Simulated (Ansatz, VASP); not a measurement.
# PtSe2: VASP beside Ansatz

Wanted: the spread between two codes on one cell, functional and k mesh. The structure shown is the end of the VASP relaxation below.

Program: Ansatz 0.2.0. Level of theory: plane waves, with VASP 6.6.1 beside it; single point at PBE with D3(BJ) and band structure at PBE with D3(BJ). Results are calculated unless marked as measured.

**1. The starting structure**

The cell holds 3 atoms: 2 Se and 1 Pt. Cell: a = 3.724 Å, b = 3.724 Å, c = 17.531 Å, α = 90.0°, β = 90.0°, γ = 120.0°. It derives from PtSe2 (Sudovikovite). As first built, before any earlier steps moved the atoms (in the runner's words): kind sheets cut from a layered crystal; sheets 1. Vacuum lies along c.

As a file:

```
Se Pt
1.0
     3.72400    0.00000    0.00000
    -1.86200    3.22508    0.00000
     0.00000    0.00000   17.53100
Se Pt
2 1
Direct
  0.33333 0.66667 0.57490
  0.66667 0.33333 0.42510
  0.00000 0.00000 0.50000
```

**2. VASP: relaxation, PBE with D3(BJ)**

This run makes the geometry at which the two programs are then compared.

Lines of VASP's logs that name or quote its potential files are left out, and so is its time.

The input, INCAR:

```
SYSTEM = PtSe2
PREC = Normal
ENCUT = 300
EDIFF = 1E-05
NELM = 120
ISMEAR = 0
SIGMA = 0.05
LREAL = .FALSE.
ALGO = Fast
GGA = PE
IVDW = 12
NBANDS = 17
LASPH = .TRUE.
LORBIT = 11
LWAVE = .FALSE.
LCHARG = .FALSE.
KPAR = 2
IBRION = 2
NSW = 40
ISIF = 2
EDIFFG = -0.03
POTIM = 0.4
MAXMIX = 40
IDIPOL = 3
LDIPOL = .TRUE.
DIPOL = 0.5 0.5 0.5
```

The input, POSCAR:

```
PtSe2
1.0
    3.7240000000      0.0000000000      0.0000000000
   -1.8620000000      3.2250786040      0.0000000000
    0.0000000000      0.0000000000     17.5310000000
Se Pt
2 1
Direct
    0.3333333330      0.6666666670      0.5721864130
    0.6666666670      0.3333333330      0.4278135870
    0.0000000000      0.0000000000      0.5000000000
```

The input, KPOINTS:

```
Automatic mesh
0
Gamma
9 9 1
0 0 0
```

The projector-augmented-wave data sets are Se and Pt (PBE family, release 64).

Launch:

```sh
$ mpirun -np 2 vasp_std
```

Numbers of over 12 decimals in the logs are rounded to 6 here.

What it wrote:

```text
[banner, memory and clock lines left out]
running    2 mpi-ranks, on    1 nodes
 distrk:  each k-point on    1 cores,    2 groups
 distr:  one band on    1 cores,    1 groups

 POSCAR found type information on POSCAR SePt
 POSCAR found :  2 types and       3 ions
 LDA part: xc-table for (Slater+PW92), standard interpolation
 POSCAR, INCAR and KPOINTS ok, starting setup
 FFT: planning ... GRIDC
 FFT: planning ... GRID_SOFT
 FFT: planning ... GRID
 WAVECAR not read
 entering main loop
       N       E                     dE             d eps       ncg     rms          rms(c)
DAV:   1     0.129180892731E+03    0.12918E+03   -0.61673E+03   416   0.641E+02
DAV:   2    -0.379510832606E+01   -0.13298E+03   -0.12756E+03   570   0.153E+02
DAV:   3    -0.149326300622E+02   -0.11138E+02   -0.11065E+02   475   0.543E+01
DAV:   4    -0.151133699164E+02   -0.18074E+00   -0.18044E+00   517   0.772E+00
DAV:   5    -0.151164358941E+02   -0.30660E-02   -0.30656E-02   515   0.974E-01    0.129E+01
RMM:   6    -0.144451717989E+02    0.67126E+00   -0.41677E+00   408   0.115E+01    0.703E+00
RMM:   7    -0.142969527301E+02    0.14822E+00   -0.59568E-01   408   0.483E+00    0.329E+00
RMM:   8    -0.142631414251E+02    0.33811E-01   -0.52367E-02   410   0.164E+00    0.461E-01
RMM:   9    -0.142624924123E+02    0.64901E-03   -0.20235E-02   412   0.852E-01    0.165E-01
RMM:  10    -0.142626637367E+02   -0.17132E-03   -0.18798E-03   420   0.262E-01    0.151E-01
RMM:  11    -0.142628181684E+02   -0.15443E-03   -0.53429E-04   422   0.126E-01    0.168E-01
RMM:  12    -0.142642706472E+02   -0.14525E-02   -0.69589E-03   437   0.395E-01    0.598E-01
RMM:  13    -0.142628365464E+02    0.14341E-02   -0.17668E-03   408   0.209E-01    0.295E-01
RMM:  14    -0.142627782270E+02    0.58319E-04   -0.25036E-04   408   0.714E-02    0.209E-01
RMM:  15    -0.142627568279E+02    0.21399E-04   -0.55171E-05   341   0.363E-02    0.188E-01
RMM:  16    -0.142627520233E+02    0.48046E-05   -0.47053E-05   343   0.307E-02
   1 F= -.15160607E+02 E0= -.15160607E+02  d E =-.151606E+02
 curvature:   0.00 expect dE= 0.000E+00 dE for cont linesearch  0.000E+00
 trial: gam= 0.00000 g(F)=  0.276E-01 g(S)=  0.000E+00 ort = 0.000E+00 (trialstep = 0.100E+01)
 search vector abs. value=  0.276E-01
 bond charge predicted
       N       E                     dE             d eps       ncg     rms          rms(c)
DAV:   1    -0.142841512431E+02   -0.21394E-01   -0.88083E-01   420   0.487E+00    0.477E-01
RMM:   2    -0.142860027122E+02   -0.18515E-02   -0.33873E-02   410   0.958E-01    0.607E-01
RMM:   3    -0.142868643621E+02   -0.86165E-03   -0.32289E-03   411   0.343E-01    0.154E-01
RMM:   4    -0.142870524864E+02   -0.18812E-03   -0.66900E-04   410   0.149E-01    0.630E-02
RMM:   5    -0.142870005180E+02    0.51968E-04   -0.24287E-04   407   0.852E-02    0.260E-02
RMM:   6    -0.142869995718E+02    0.94617E-06   -0.10313E-04   393   0.497E-02    0.105E-02
RMM:   7    -0.142870031774E+02   -0.36056E-05   -0.23730E-05   303   0.250E-02
   2 F= -.15181565E+02 E0= -.15181565E+02  d E =-.209582E-01
 trial-energy change:   -0.020958  1 .order   -0.020916   -0.027619   -0.014212
 step:   2.0601(harm=  2.0601)  dis= 0.04756  next Energy=   -15.189056 (dE=-0.284E-01)
 bond charge predicted
       N       E                     dE             d eps       ncg     rms          rms(c)
DAV:   1    -0.142955195137E+02   -0.85199E-02   -0.99389E-01   416   0.517E+00    0.482E-01
RMM:   2    -0.142980444535E+02   -0.25249E-02   -0.33039E-02   408   0.975E-01    0.772E-02
RMM:   3    -0.142984778483E+02   -0.43339E-03   -0.40890E-03   415   0.365E-01    0.431E-02
RMM:   4    -0.142985768892E+02   -0.99041E-04   -0.82184E-04   409   0.168E-01    0.475E-02
RMM:   5    -0.142986065098E+02   -0.29621E-04   -0.17097E-04   393   0.797E-02    0.304E-02
RMM:   6    -0.142986163308E+02   -0.98210E-05   -0.42243E-05   328   0.387E-02
   3 F= -.15189617E+02 E0= -.15189617E+02  d E =-.290105E-01
 curvature:  -1.03 expect dE=-0.270E-04 dE for cont linesearch -0.270E-04
 trial: gam=-0.02987 g(F)=  0.262E-04 g(S)=  0.000E+00 ort = 0.851E-03 (trialstep = 0.121E+01)
 search vector abs. value=  0.250E-07
 reached required accuracy - stopping structural energy minimisation
```

From OUTCAR (step 2):

```text
ion  position               nearest neighbor table
   1  0.333  0.667  0.572-   3 2.49   3 2.49   3 2.49
   2  0.667  0.333  0.428-   3 2.49   3 2.49   3 2.49
   3  0.000  0.000  0.500-   1 2.49   2 2.49   2 2.49   1 2.49   2 2.49   1 2.49

  LATTYP: Found a hexagonal cell.
 ALAT       =     3.7240000000
 C/A-ratio  =     4.7075725027

 Subroutine GETGRP returns: Found 12 space group operations
 (whereof 12 operations were pure point group operations)

The static configuration has the point symmetry D_3d.

 Found     12 irreducible k-points:

   k-points           NKPTS =     12   k-points in BZ     NKDIM =     12   number of bands    NBANDS=     17

   dimension x,y,z NGX =    16 NGY =   16 NGZ =   80
   dimension x,y,z NGXF=    32 NGYF=   32 NGZF=  160

   ENCUT  =  300.0 eV  22.05 Ry    4.70 a.u.   5.26  5.26 24.76*2*pi/ulx,y,z

   NELECT =      22.0000    total number of electrons

 k-points in reciprocal lattice and weights: Automatic mesh
   0.00000000  0.00000000  0.00000000       0.012
   0.11111111  0.00000000  0.00000000       0.074
   0.22222222  0.00000000  0.00000000       0.074
   0.33333333  0.00000000  0.00000000       0.074
   0.44444444  0.00000000  0.00000000       0.074
   0.11111111  0.11111111  0.00000000       0.074
   0.22222222  0.11111111  0.00000000       0.148
   0.33333333  0.11111111  0.00000000       0.148
   0.44444444  0.11111111  0.00000000       0.074
   0.22222222  0.22222222  0.00000000       0.074
   0.33333333  0.22222222  0.00000000       0.148
   0.33333333  0.33333333  0.00000000       0.025

 Edisp (eV)   -0.89456

 dipolmoment           0.000000      0.000000     -0.000000 electrons x Angstroem

 average (electrostatic) potential at core
       1 -60.5510       2 -60.5510       3 -76.5887

 E-fermi :  -2.2405

 k-point     1 :       0.0000    0.0000    0.0000
  band No.  band energies     occupation
    ...
      7      -5.3204      2.00000
      8      -3.7241      2.00000
      9      -3.0963      2.00000
     10      -2.4859      2.00000
     11      -2.4859      2.00000
     12       0.4906      0.00000
     13       0.4906      0.00000
     14       2.0413      0.00000
     15       2.8156      0.00000
     16       3.1720      0.00000
    ...

 k-point     2 :       0.1111    0.0000    0.0000
  band No.  band energies     occupation
    ...
      7      -5.4116      2.00000
      8      -4.1292      2.00000
      9      -2.8779      2.00000
     10      -2.5673      2.00000
     11      -2.4913      2.00000
     12      -0.2878      0.00000
     13       0.3076      0.00000
     14       2.4676      0.00000
     15       3.0534      0.00000
     16       3.6600      0.00000
    ...

 k-point     3 :       0.2222    0.0000    0.0000
  band No.  band energies     occupation
    ...
      7      -5.5382      2.00000
      8      -4.6318      2.00000
      9      -2.8903      2.00000
     10      -2.7183      2.00000
     11      -2.6638      2.00000
     12      -1.1082      0.00000
     13       0.0951      0.00000
     14       3.1719      0.00000
     15       3.3350      0.00000
     16       3.6604      0.00000
    ...

 Edisp (eV)   -0.89100

  Total      -0.36219    -0.36219    -0.04865     0.00000     0.00000     0.00000
  in kB      -2.75611    -2.75611    -0.37022     0.00000     0.00000     0.00000
  external pressure =       -1.96 kB  Pullay stress =        0.00 kB

  energy-cutoff  :      300.00
  volume of cell :      210.55
      direct lattice vectors                 reciprocal lattice vectors
     3.724000000  0.000000000  0.000000000     0.268528464  0.155034981  0.000000000
    -1.862000000  3.225078604  0.000000000     0.000000000  0.310069962  0.000000000
     0.000000000  0.000000000 17.531000000     0.000000000  0.000000000  0.057041812

 POSITION                                       TOTAL-FORCE (eV/Angst)
 -----------------------------------------------------------------------------------
     -0.00000      2.15005     10.07856        -0.000000      0.000000      0.018437
      1.86200      1.07503      7.45244         0.000000      0.000000     -0.018437
      0.00000      0.00000      8.76550         0.000000      0.000000     -0.000000
 -----------------------------------------------------------------------------------
    total drift:                               -0.000000      0.000000     -0.000000

  FREE ENERGIE OF THE ION-ELECTRON SYSTEM (eV)
  ---------------------------------------------------
  free  energy   TOTEN  =       -15.1896172557 eV

  energy  without entropy=      -15.1896172557  energy(sigma->0) =      -15.18961726

 reached required accuracy - stopping structural energy minimisation

 vacuum level on the upper side and lower side of the slab         3.177         3.177

 total charge
# of ion       s       p       d       tot
------------------------------------------
    1        1.477   2.246   0.056   3.779
    2        1.477   2.246   0.056   3.779
    3        0.676   0.696   7.984   9.356
--------------------------------------------------
tot          3.630   5.188   8.097  16.915

[... 3 further parts left out ...]
```

The gap is read on the k-mesh alone, so it is an upper bound where the band edges lie off the mesh. The run keeps the 12 symmetry operations of its start, so it cannot find a distortion of lower symmetry.

**3. Ansatz: single point, PBE with D3(BJ)**

Ansatz runs on its default PAW (the set named soft_2) files.

The same cell, functional, mesh and smearing now go to Ansatz, which takes its cutoff from its data sets.

The input, input.yaml:

```yaml
crystal:
  lattice:
    - [3.724, 0.0, 0.0]
    - [-1.862, 3.2250786, 0.0]
    - [0.0, 0.0, 17.531]
  atoms:
    - { symbol: Se, position: [0.33333333, 0.66666667, 0.57489928] }
    - { symbol: Se, position: [0.66666667, 0.33333333, 0.42510072] }
    - { symbol: Pt, position: [0.0, 0.0, 0.5] }
hamiltonian:
  xc: pbe
  pseudopotentials: { kind: paw }
  dispersion: d3bj
kpoints:
  mp_grid: { grid: [9, 9, 1] }
scf:
  occupations: { method: gaussian, width: 0.05 }
  n_extra_bands: 4
efield:
  axis: 3
  dipole_correction: true
  ramp_width: 0.04
output:
  forces: true
  eigenvalues: true
```

Launch:

```sh
$ ansatz run input.yaml --threads 2 --pin off --max-ram 4608MiB --backend cpu --events-out ev --progress --plain --runs-dir out
```

What it wrote:

```text
scf.n_extra_bands = 4 over 25 filled bands (N_el = 50.0): the run solves 29 bands
Engine: ansatz 0.2.0, aarch64-unknown-linux-gnu
Pseudopotentials: kind: paw
Pseudopotential: Se, paw, valence charge 16, recommended cutoff 420 eV (normal), Se.paw.azcp
Pseudopotential: Pt, paw, valence charge 18, recommended cutoff 420 eV (normal), Pt.paw.azcp
Functional definition: PBE
  parameter kappa = 0.804
  parameter beta = 0.066725
  exchange = pbe_x(kappa = kappa, mu = beta*pi^2/3)
  correlation = pbe_c(beta = beta)
Crystal: 3 atoms, lattice volume = 210.551 Å³
Basis set: ecut = 420 eV, 4127 PW (Γ), exchange–correlation on 50×50×240 points (8 copies of the dense FFT grid, shifted against one another)
Bands: 29, of which v1, the nominal top of the filled ones, is band 25 counted from 1 (24 counted from 0)
Symmetry: 6 space group operations
k-points: 12 of 81 (time reversal used)
Non-local potential: Se, projectors of the file, l = 0: 2, l = 1: 2, l = 2: 3, l = 3: 1
Non-local potential: Pt, projectors of the file, l = 0: 3, l = 1: 2, l = 2: 2, l = 3: 1
PAW form: soft (Blöchl's): semilocal exchange-correlation on the pseudo side does not see the compensation charge
PAW one-centre angular grid: Se, 590 points (default); XC on 64 Gauss nodes
PAW one-centre angular grid: Pt, 590 points (default); XC on 64 Gauss nodes
Initial density: superposition of atomic densities (neutral atoms: chi_scale 0, normalization atom), corrected by the library's trained network
Initial wavefunctions: pseudopotential atomic-orbital guess
Functional: x = pbe(κ = 0.804, μ = 0.219515), c = pbe(β = 0.066725)
SCF iter   1: F=—  HF=-23463.247462 eV  |F-HF|=—  |Δ(HF+E_count)|=         —  Δρ=1.75e-3  dr2=6.75e-3  ethr=1.77e-3  p=0.000 e·Å  D=1.37e-14 V/Å  ΔV_dip=-0.00 eV  dr2_dipole=6.01e-8  V_vac-E_F(+/−)=4.99/4.99 eV  ⟨swp⟩=7.2  Hψ=1558  notcnv=0
efield: sawtooth ramp at fractional position 0.9800 (placed from the atoms, in the widest stretch of the axis that holds none; the zero of the levels goes with the place), width 0.0400; the density the first Hamiltonian is built on has a dipole p = 0.000 e·Å; the dipole correction subtracts the counter field D = 1.37e-14 V/Å, which shifts the + side's vacuum level by -0.00 eV against the − side's; the planar-averaged density in the ramp window peaks in size at 1.8e-5 e/Å³
preconditioner: auto → Resta (q_TF=auto, 2.147 Å⁻¹)  ε∞=2.9  [insulator: Δε(μ)=1.395 eV  Ē_g=8.743 eV  σ=0.050 eV  W_gap=1.00  n_scr=40 (ndim 8)  ℏωp=12.0 eV  f_vac=0.670  D(μ)=0.00/eV (n_scr^D=0)  ε∞_Penn≈2.9  vacuum switching on, ρ_ref=5.5e-3 e/Å³]
SCF iter   2: F=—  HF=-23463.246963 eV  |F-HF|=—  |Δ(HF+E_count)|=   4.99e-4  Δρ=9.51e-4  dr2=2.85e-3  ethr=1.35e-5  p=0.000 e·Å  D=5.87e-5 V/Å  ΔV_dip=-0.00 eV  dr2_dipole=4.41e-7  V_vac-E_F(+/−)=5.02/5.02 eV  ⟨swp⟩=2.2  Hψ=669  notcnv=0
SCF iter   3: F=—  HF=-23463.246687 eV  |F-HF|=—  |Δ(HF+E_count)|=   2.76e-4  Δρ=4.91e-4  dr2=3.28e-4  ethr=5.70e-6  p=-0.000 e·Å  D=-4.22e-5 V/Å  ΔV_dip=0.00 eV  dr2_dipole=1.95e-7  V_vac-E_F(+/−)=5.00/5.00 eV  ⟨swp⟩=2.0  Hψ=441  notcnv=0
SCF iter   4: F=—  HF=-23463.246833 eV  |F-HF|=—  |Δ(HF+E_count)|=   1.45e-4  Δρ=8.97e-5  dr2=3.04e-5  ethr=6.55e-7  p=0.000 e·Å  D=1.86e-4 V/Å  ΔV_dip=-0.00 eV  dr2_dipole=4.16e-6  V_vac-E_F(+/−)=5.00/5.00 eV  ⟨swp⟩=2.0  Hψ=508  notcnv=0
SCF iter   5: F=—  HF=-23463.246834 eV  |F-HF|=—  |Δ(HF+E_count)|=   1.35e-6  Δρ=5.11e-5  dr2=2.36e-5  ethr=6.07e-8  p=-0.000 e·Å  D=-2.10e-4 V/Å  ΔV_dip=0.00 eV  dr2_dipole=5.40e-6  V_vac-E_F(+/−)=5.00/5.00 eV  ⟨swp⟩=2.0  Hψ=438  notcnv=0
SCF iter   6: F=—  HF=-23463.246832 eV  |F-HF|=—  |Δ(HF+E_count)|=   1.54e-6  Δρ=2.16e-5  dr2=1.15e-6  ethr=4.71e-8  p=-0.000 e·Å  D=-8.14e-6 V/Å  ΔV_dip=0.00 eV  dr2_dipole=9.13e-9  V_vac-E_F(+/−)=5.00/5.00 eV  ⟨swp⟩=1.5  Hψ=362  notcnv=0
SCF iter   7: F=—  HF=-23463.246833 eV  |F-HF|=—  |Δ(HF+E_count)|=   4.23e-7  Δρ=6.66e-6  dr2=1.08e-7  ethr=2.29e-9  p=-0.000 e·Å  D=-2.15e-7 V/Å  ΔV_dip=0.00 eV  dr2_dipole=7.10e-10  V_vac-E_F(+/−)=5.00/5.00 eV  ⟨swp⟩=2.0  Hψ=478  notcnv=0
SCF iter   8: F=-23463.246833 eV  HF=-23463.246833 eV  |F-HF|=1.57e-8  |Δ(HF+E_count)|=   9.75e-8  Δρ=1.80e-6  dr2=9.60e-9  ethr=2.00e-10  p=-0.000 e·Å  D=-1.39e-7 V/Å  ΔV_dip=0.00 eV  dr2_dipole=2.88e-14  V_vac-E_F(+/−)=5.00/5.00 eV  ⟨swp⟩=7.5  Hψ=1391  notcnv=0
SCF 1 converged in 8 iterations: F = -23463.246833 eV  dr2 = 9.60e-9
  greatest PAW one-centre occupation: 1.000 electrons in one spin orbital (limit 2), on the Pt atom at site 2 (counted from 0), in its partial waves of l = 0
SCF converged after 8 iterations
Free energy (F): -23463.246833 eV
Harris-Foulkes:  -23463.246833 eV  (|F-HF|=1.57e-8)
Internal energy: -23463.246833 eV  (E = F + TS)
E sigma→0 (E₀):  -23463.246833 eV
Fermi energy:    0.163287 eV
Dipole field:    D = 0.000000 V/Å  (p = 0.000000 e·Å, saw-weighted, corrected)
Work function:   Φ+ = 5.0019 eV   Φ− = 5.0019 eV
Levels:          The Fermi level and band energies are counted from a zero that moves with the ramp; work functions are not
--- Per-component energies (eV) ---
  E_band       = -1588.835444
  E_kinetic    = 873.094981
  E_local      = -39395.005597  (includes V_loc(G=0)·N_el)
  E_nonlocal   = -990.942330
  E_hartree    = 19137.756480
  E_xc         = -469.704985
  E_vxc        = -498.511020  (∫ρ·V_xc dr)
  E_paw        = -13277.705412  (= ΣΔE_a)
  E_vpaw       = 147.014393  (= ΣTr[D̂ρ^β])
  E_aug_tail   = -0.000990  (compensation charges beyond the density's cutoff)
  E_efield     = 0.000000  (sawtooth field / dipole correction)
  E_vefield    = 0.000000  (∫n·V_field dr)
  E_ewald      = 10660.152118
  E_disp       = -0.891098  (pairwise vdW)
  E_smearing   = -0.000000  (= −TS)
  E_closure    = 0.000000  (closes the sum)
  Σ components = -23463.246833   (vs F -23463.246833, Δ=0.00e0)
--- Forces (eV/Å), atoms counted from 1 ---
  atom   1  Se    -0.00000000    -0.00000000     0.02366854
  atom   2  Se     0.00000000     0.00000000    -0.02366584
  atom   3  Pt     0.00000000    -0.00000000     0.00001074
  max |Σ_I F_I| component: 1.34e-5 eV/Å
--- Band table (eV; the first three rows and the last of 12) ---
  k-point 0: bands = [... 21 lower, -1.7665, -1.1365, -0.5287, -0.5287, 2.4517, 2.4517, 3.9923, 4.7620]
  k-point 1: bands = [... 21 lower, -2.1714, -0.9186, -0.6088, -0.5337, 1.6736, 2.2687, 4.4123, 4.9896]
  k-point 2: bands = [... 21 lower, -2.6732, -0.9316, -0.7596, -0.7074, 0.8569, 2.0560, 5.1145, 5.2859]
  k-point 11: bands = [... 21 lower, -3.0359, -2.7657, -1.4890, -1.4890, 1.2811, 1.2811, 5.5754, 7.6304]
```

It took 7.6 s on 2 threads of Arm Neoverse N1, shared host; peak memory 0.4 GiB.

**4. Differences**

Known differences besides the potentials themselves: the data sets hold 50 valence electrons in Ansatz (default PAW (the set named soft_2) files) and 22 in VASP; the cutoff is 420 eV in Ansatz and 300 eV in VASP (PREC = Normal). Total energies have different zeros and are not compared.

Both answers:

| quantity | Ansatz | VASP | difference |
| --- | --- | --- | --- |
| gap on the k mesh (eV) | 1.386 | 1.378 | +0.008 |

At this near-relaxed geometry the largest component of a force difference is 5 meV/Å. A gap on the mesh is an upper bound, since the band edges may lie between its points; neither run holds spin-orbit coupling, which can move the band edges of a compound of Pt. VASP's last cycles still show a density residual of 3e-03, so its state may not be settled.

[end of part 1 of 2]

[Lines on the potential files, build, host, timing and source positions are cut from VASP's logs without a mark.]

[Logs are printed without paths, hosts, clocks, repeated set-up lines and the standing remarks that a program may print on its own settings, such as how far it seeks lower states.]

[Hosts, paths, dates, database ids (printed as entryN), source tags and the programs' standing remarks are cut or masked in the printed files.]
